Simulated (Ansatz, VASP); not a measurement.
## One calculation of F, two programs

```
CELL_PARAMETERS angstrom
2.81815 -1.79120 0.29741
2.81815 1.79120 0.29741
-0.83599 0.00000 6.74692
ATOMIC_POSITIONS crystal
F 0.91386 0.58555 0.09393
F 0.41445 0.08614 0.40607
F 0.08614 0.41445 0.90607
F 0.58555 0.91386 0.59393
```

Alike in both runs: task single point; functional PBE; dispersion D3(BJ); k mesh 8 × 8 × 4; occupations gaussian, width 0.05 eV; no spin polarisation.

|  | VASP | Ansatz |
| --- | --- | --- |
| version | VASP 6.6.1 | Ansatz 0.2.0 |
| potentials or method | VASP PAW PBE potentials, release 64 (F) | scalar-relativistic, plane waves, PAW |
| plane-wave cutoff (eV) | 520 | 520 |
| valence electrons in the cell | 28 | 28 |

```tsv
	VASP	Ansatz	Ansatz less VASP
gap on the k mesh at the Fermi level (eV)	2.95	3.03	+0.072
least direct gap on the mesh (eV)	2.95	3.03	+0.072
pressure (GPa)	0.3	0.0	-0.31
largest component of the traceless stress (GPa)	1.14	0.02	-1.116
rms of the force components (eV/Å)	0.214	0.001	-0.2124
```

Atom by atom the forces differ by 0.215 eV/Å (rms over components). One of these differences is far larger than is usual between the two programs; its cause wasn't traced.

A k mesh can miss the band edges.
